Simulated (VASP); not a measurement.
Runs of VASP 6.6.1 on MoS2. The cell holds a sheet with vacuum, 3 atoms: a = 3.161 Å, b = 3.161 Å, c = 21.130 Å, α = 90.00°, β = 90.00°, γ = 120.00°. The cell was built by a generator and needn't be a form met in nature.

```csv
level,potentials or basis,gap on the mesh (eV),largest force (eV/Å)
vdW-DF,"VASP PAW PBE potentials, release 64 (S, Mo_sv)",1.98,(b)
vdW-DF2,"VASP PAW PBE potentials, release 64 (S, Mo_sv)",1.98,1.03
PBEsol,"VASP PAW PBE potentials, release 64 (S, Mo_sv)",1.99,0.26
optB86b-vdW,"VASP PAW PBE potentials, release 64 (S, Mo_sv)",1.99,0.08
optB88-vdW,"VASP PAW PBE potentials, release 64 (S, Mo_sv)",1.98,0.27
LDA,"VASP PAW LDA potentials, release 64 (S, Mo_sv)",1.99,0.49
rev-vdW-DF2,"VASP PAW PBE potentials, release 64 (S, Mo_sv)",1.99,(a)
```

Alike in all rows: task single point; no spin polarisation; cell as given; k mesh 8 × 8 × 1; cutoff (eV) 520; smearing fermi-dirac 0.05 eV.

Task: Fill in the values left out.

Result: (a) 0.09; (b) 0.60.

Caveats: the PAW data sets were made with another functional, which shifts forces and pressure a little (some runs).

A k mesh can miss the band edges, and the runs leave out spin-orbit coupling on Mo.

Runs at the PBE level aren't shown here.
